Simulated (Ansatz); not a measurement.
# Ni: which magnetic state does the SCF reach?, part 2 of 2

How much does the result for Ni depend on the starting moments? The same cell is run from several starts. Ni is taken in its experimental structure (space group Fm-3m, primitive cell doubled), 2 atoms in the cell. Source: COD entry 9013004.

Ansatz 0.2.0; DFT PBE, PAW, plane waves, scalar-relativistic. The steps go on from the part before.

## 7. Moments +- scaled by 1.4, plain SCF

The input, input.yaml:

```yaml
crystal:
  lattice:
    - [0.0, 1.7754, 1.7754]
    - [3.5508, 0.0, 3.5508]
    - [1.7754, 1.7754, 0.0]
  atoms:
    - { symbol: Ni, position: [0.0, 0.0, 0.0], spin: 2.8 }
    - { symbol: Ni, position: [0.0, 0.5, 0.0], spin: -2.8 }
magnetization:
  spin_polarized: true
hamiltonian:
  xc: pbe
  pseudopotentials: { kind: paw }
basis:
  ecutwfc: 420
kpoints:
  mp_grid: { grid: [14, 7, 14] }
scf:
  occupations: { method: fermi_dirac, width: 0.1 }
  lower_state_search: "off"
output:
  forces: true
  stress: true
```

Output, shortened:

```text
[... 10 lines as in an earlier run ...]
Bands: 25, of which v1, the nominal top of the filled ones, is band 18 counted from 1 (17 counted from 0)
[... 8 lines as in an earlier run ...]
Starting moments: Σ|m| = 5.6 μB on 2 of 2 sites
Starting magnetic order: antiferromagnet; a translation exchanges its spin sublattices: spin-degenerate at every k-point
[... 3 lines as in an earlier run ...]
[...]
SCF iter   1: F=—  HF=-11677.781402 eV  |F-HF|=—  |Δ(HF+E_count)|=         —  Δρ=2.02e-1 (↑2.02e-1 ↓2.02e-1)  dr2=2.88e-2  dr2_m=8.38e0  M=0.000 μB ∫|m|=2.287 μB  β_m=0.30  ethr=8.01e-5  ⟨swp⟩=1.9  Hψ=18056  notcnv=0
[...]
spin-set hold released at iteration 9 (site moments contracting): the magnetisation degrees of freedom join the quasi-Newton model from the next iteration; the mixer history was flushed
[...]
SCF iter  23: F=-11679.415650 eV  HF=-11679.415650 eV  |F-HF|=1.64e-11  |Δ(HF+E_count)|=  1.40e-10  Δρ=3.02e-7 (↑3.02e-7 ↓3.02e-7)  dr2=2.89e-11  dr2_m=5.88e-12  M=0.000 μB ∫|m|=0.000 μB  ethr=1.00e-12  ⟨swp⟩=1.1  Hψ=9146  notcnv=0
WARN: the starting moments were not kept: the SCF closed with an absolute magnetisation of 1.7e-5 μB, where they sum to 5.6 μB in size (2 sites). That is at most 0.1 of that sum. Measured as dr2_m measures the in/out step, that magnetisation stands 3.9e-10 eV from none, at or under the [...]
SCF converged after 23 iterations
Magnetization: 0.0000 μB (18.0000 up, 18.0000 down)
Absolute magnetization: 0.0000 μB (∫|ρ↑−ρ↓|, with the PAW one-centre terms)
Spin contamination: 0.0000 ħ² per cell (⟨S²⟩ above its minimum at these occupations)
Per-site moments (μB) at R_I (Å): [(-7.793392571040943e-6, 1.0357028379378421), (7.793392571040943e-6, 1.0357028379378421)]
Free energy (F): -11679.415650 eV
[...]
E sigma→0 (E₀):  -11679.325157 eV
Entropy (-TS):   -0.180984 eV (-90.492 meV/atom)
Fermi energy:    17.365620 eV
[... 24 lines left out: energy terms, forces, stress ...]
```

Run time: 5 s. Hardware: 2 threads of an Arm CPU, shared host; peak memory 0.37 GiB.

Nothing new: the 23 iterations lead to the state found in step 3 (non-magnetic).

## 8. A moment on one site alone, plain SCF

input.yaml, as its differences from that of step 7:

```diff
@@ -6,4 +6,4 @@
   atoms:
-    - { symbol: Ni, position: [0.0, 0.0, 0.0], spin: 2.8 }
-    - { symbol: Ni, position: [0.0, 0.5, 0.0], spin: -2.8 }
+    - { symbol: Ni, position: [0.0, 0.0, 0.0] }
+    - { symbol: Ni, position: [0.0, 0.5, 0.0], spin: 2.0 }
 magnetization:
```

Output, shortened:

```text
[... 13 lines as in an earlier run ...]
Magnetic group: BNS 166.97 (UNI 1327), of the structure as read, at distance tolerance 2.8e-5 Å
[... 5 lines as in an earlier run ...]
Starting moments: Σ|m| = 2 μB on 1 of 2 sites
[... 2 lines as in an earlier run ...]
SCF iter   1: F=—  HF=-11679.294025 eV  |F-HF|=—  |Δ(HF+E_count)|=         —  Δρ=1.08e-1 (↑1.08e-1 ↓4.02e-2)  dr2=3.04e0  dr2_m=6.33e-1  M=1.405 μB ∫|m|=1.517 μB  β_m=0.30  ethr=3.10e-3  ⟨swp⟩=4.6  Hψ=23933  notcnv=0
[...]
spin-set hold released at iteration 5 (the charge has settled, or the pull on large starting moments outlasts its swing): the magnetisation degrees of freedom join the quasi-Newton model from the next iteration; the mixer history was flushed
[...]
SCF iter  23: F=-11679.485689 eV  HF=-11679.485689 eV  |F-HF|=1.64e-10  |Δ(HF+E_count)|=   2.94e-9  Δρ=1.06e-6 (↑3.63e-7 ↓1.06e-6)  dr2=1.68e-10  dr2_m=3.48e-11  M=1.254 μB ∫|m|=1.441 μB  ethr=2.51e-10  ⟨swp⟩=1.8  Hψ=15831  notcnv=0
[...]
SCF converged after 23 iterations
Magnetization: 1.2544 μB (18.6272 up, 17.3728 down)
Absolute magnetization: 1.4430 μB (∫|ρ↑−ρ↓|, with the PAW one-centre terms)
Spin contamination: 0.0146 ħ² per cell (⟨S²⟩ above its minimum at these occupations)
Per-site moments (μB) at R_I (Å): [(0.66687106798103, 1.0357028379378421), (0.6668704628152711, 1.0357028379378421)]
Free energy (F): -11679.485689 eV
[...]
E sigma→0 (E₀):  -11679.428368 eV
Entropy (-TS):   -0.114642 eV (-57.321 meV/atom)
Fermi energy:    17.537110 eV
[... 24 lines left out: energy terms, forces, stress ...]
```

It took 7.1 s on 2 threads of an Arm CPU, shared host; peak memory 0.38 GiB.

This is the state of step 2 again (ferromagnetic), after 23 iterations.

## 9. Parallel moments, Broyden mixing, no switch to direct minimisation

input.yaml, as its differences from that of step 8:

```diff
@@ -6,3 +6,3 @@
   atoms:
-    - { symbol: Ni, position: [0.0, 0.0, 0.0] }
+    - { symbol: Ni, position: [0.0, 0.0, 0.0], spin: 2.0 }
     - { symbol: Ni, position: [0.0, 0.5, 0.0], spin: 2.0 }
@@ -20,2 +20,4 @@
   lower_state_search: "off"
+  algorithm: density_mixing
+  mixing: { algorithm: broyden, beta: 0.3 }
 output:
```

Output, shortened:

```text
[... 19 lines as in an earlier run ...]
Starting moments: Σ|m| = 4 μB on 2 of 2 sites
[... 3 lines as in an earlier run ...]
SCF iter   1: F=—  HF=-11678.936332 eV  |F-HF|=—  |Δ(HF+E_count)|=         —  Δρ=1.27e-1 (↑1.12e-1 ↓1.27e-1)  dr2=3.19e-2  dr2_m=2.90e0  M=1.888 μB ∫|m|=2.096 μB  β_m=0.57  ethr=8.88e-5  ⟨swp⟩=1.0  Hψ=34142  notcnv=0
[...]
[... 1 line as in an earlier run ...]
[...]
SCF iter  16: F=-11679.485689 eV  HF=-11679.485689 eV  |F-HF|=9.44e-10  |Δ(HF+E_count)|=   9.37e-8  Δρ=4.65e-7 (↑3.42e-7 ↓4.65e-7)  dr2=2.43e-12  dr2_m=3.32e-11  M=1.254 μB ∫|m|=1.441 μB  ethr=1.80e-12  ⟨swp⟩=3.4  Hψ=19174  notcnv=0
[...]
this state was not tested for a lower state beside it, because the mixer in use, unlike msr1, does not test its closes by its own steps (another_mixer; see scf.mixing.algorithm and scf.lower_state_search)
SCF converged after 16 iterations
Magnetization: 1.2544 μB (18.6272 up, 17.3728 down)
Absolute magnetization: 1.4430 μB (∫|ρ↑−ρ↓|, with the PAW one-centre terms)
Spin contamination: 0.0146 ħ² per cell (⟨S²⟩ above its minimum at these occupations)
Per-site moments (μB) at R_I (Å): [(0.6668880280683657, 1.0357028379378421), (0.6668880280683657, 1.0357028379378421)]
Free energy (F): -11679.485689 eV
[...]
E sigma→0 (E₀):  -11679.428368 eV
Entropy (-TS):   -0.114641 eV (-57.321 meV/atom)
Fermi energy:    17.537127 eV
[... 24 lines left out: energy terms, forces, stress ...]
```

Wall time 6.5 s (2 threads of an Arm CPU, shared host); peak memory 0.37 GiB.

This is the state of step 2 again (ferromagnetic), after 16 iterations.

## 10. Parallel moments, spin not held back in the first iterations, no switch to direct minimisation

input.yaml, as its differences from that of step 9:

```diff
@@ -21,3 +21,3 @@
   algorithm: density_mixing
-  mixing: { algorithm: broyden, beta: 0.3 }
+  mixing: { spin_hold: "off" }
 output:
```

Output, shortened:

```text
[... 19 lines as in an earlier run ...]
Starting moments: Σ|m| = 4 μB on 2 of 2 sites
[... 2 lines as in an earlier run ...]
[...]
SCF iter   1: F=—  HF=-11678.867781 eV  |F-HF|=—  |Δ(HF+E_count)|=         —  Δρ=1.24e-1 (↑1.07e-1 ↓1.24e-1)  dr2=3.77e-2  dr2_m=2.73e0  M=1.877 μB ∫|m|=2.020 μB  β_m=0.30  ethr=1.05e-4  ⟨swp⟩=1.0  Hψ=34135  notcnv=0
[...]
SCF iter  10: F=-11679.485689 eV  HF=-11679.485689 eV  |F-HF|=8.91e-11  |Δ(HF+E_count)|=   7.25e-9  Δρ=2.37e-6 (↑2.37e-6 ↓2.26e-6)  dr2=3.13e-11  dr2_m=1.06e-9  M=1.254 μB ∫|m|=1.441 μB  ethr=2.12e-12  ⟨swp⟩=1.1  Hψ=19943  notcnv=0
[...]
SCF converged after 10 iterations
Magnetization: 1.2543 μB (18.6272 up, 17.3728 down)
Absolute magnetization: 1.4429 μB (∫|ρ↑−ρ↓|, with the PAW one-centre terms)
Spin contamination: 0.0146 ħ² per cell (⟨S²⟩ above its minimum at these occupations)
Per-site moments (μB) at R_I (Å): [(0.6668555672369195, 1.0357028379378421), (0.6668555672369195, 1.0357028379378421)]
Free energy (F): -11679.485689 eV
[...]
E sigma→0 (E₀):  -11679.428367 eV
Entropy (-TS):   -0.114643 eV (-57.321 meV/atom)
Fermi energy:    17.537105 eV
[... 24 lines left out: energy terms, forces, stress ...]
```

Run time: 4.6 s. Hardware: 2 threads of an Arm CPU, shared host; peak memory 0.37 GiB.

Nothing new: the 10 iterations lead to the state found in step 2 (ferromagnetic).

## 11. All ends together

```
step  iterations  state  moments of Ni1 Ni2 (μB)  total (μB)  gap (eV)  pressure (GPa)  above lowest (meV/atom)
   2          10      1                0.67 0.67        1.25      none            -4.7                      0.0
   3          17      2                0.00 0.00        0.00      none            -5.7                     35.0
   4           6      2                0.00 0.00        0.00      none            -5.7                     35.0
   5          11      1                0.67 0.67        1.25      none            -4.7                      0.0
   6          16      1                0.67 0.67        1.25      none            -4.7                      0.0
   7          23      2                0.00 0.00        0.00      none            -5.7                     35.0
   8          23      1                0.67 0.67        1.25      none            -4.7                      0.0
   9          16      1                0.67 0.67        1.25      none            -4.7                      0.0
  10          10      1                0.67 0.67        1.25      none            -4.7                      0.0
```

States are numbered from the lowest. Starts by step: 2 parallel moments, plain SCF; 3 opposed moments +-, plain SCF; 4 no spin polarisation; 5 spin on, no moments given (the program may seed its own), plain SCF; 6 parallel moments scaled by 0.1, plain SCF; 7 moments +- scaled by 1.4, plain SCF; 8 a moment on one site alone, plain SCF; 9 parallel moments, Broyden mixing, no switch to direct minimisation; 10 parallel moments, spin not held back in the first iterations, no switch to direct minimisation.

The 9 runs of this session took 46 s in all, from 1.9 s to 7.1 s each.

Decimal logarithm of the largest residual (eV) by iteration, counted through all cycles of a run (7 of the 9 runs):

```
iteration  step 2  step 3  step 4  step 5  step 6  step 7  step 8
        1     0.5     0.5    -3.2     0.8    -0.8     0.9     0.5
        2     0.3     0.3    -3.7    -0.4    -1.5     0.7     1.1
        3    -1.1    -0.7    -6.0    -0.7    -1.8     0.5     0.1
        4    -1.9    -0.9    -7.9    -0.5    -1.9     0.3     0.1
        5    -3.0    -1.9    -7.9    -2.6    -2.0     0.1    -0.1
        7    -5.4    -3.0       -    -3.6    -2.3    -0.2     1.0
        9    -7.1    -3.9       -    -5.8    -2.6    -0.5    -0.7
       11       -    -4.6       -    -9.1    -2.2    -1.2    -1.5
       13       -    -5.8       -       -    -4.1    -2.6    -2.2
       15       -    -7.6       -       -    -7.3    -3.9    -2.6
       17       -    -8.3       -       -       -    -4.8    -2.7
       19       -       -       -       -       -    -6.1    -5.9
       21       -       -       -       -       -    -8.6    -6.9
       23       -       -       -       -       -   -10.5    -9.8
```

## 12. What came out

This closing draws on all 2 parts.

```
                      quantity                               value
               distinct states             2 from 9 converged runs
lowest state from plain starts                       ferromagnetic
                   its moments               Ni1 0.67, Ni2 0.67 μB
                  total moment                    1.25 μB per cell
             gap on the k-mesh                                none
                      pressure                            -4.7 GPa
                 largest force                          0.000 eV/Å
                    next state  non-magnetic, 35.0 meV/atom higher
```

9 runs converged, to 2 different states. Switching spin polarisation off costs 35.0 meV/atom in free energy, smearing entropy included. These are lowest states among those tried, not proven ground states.
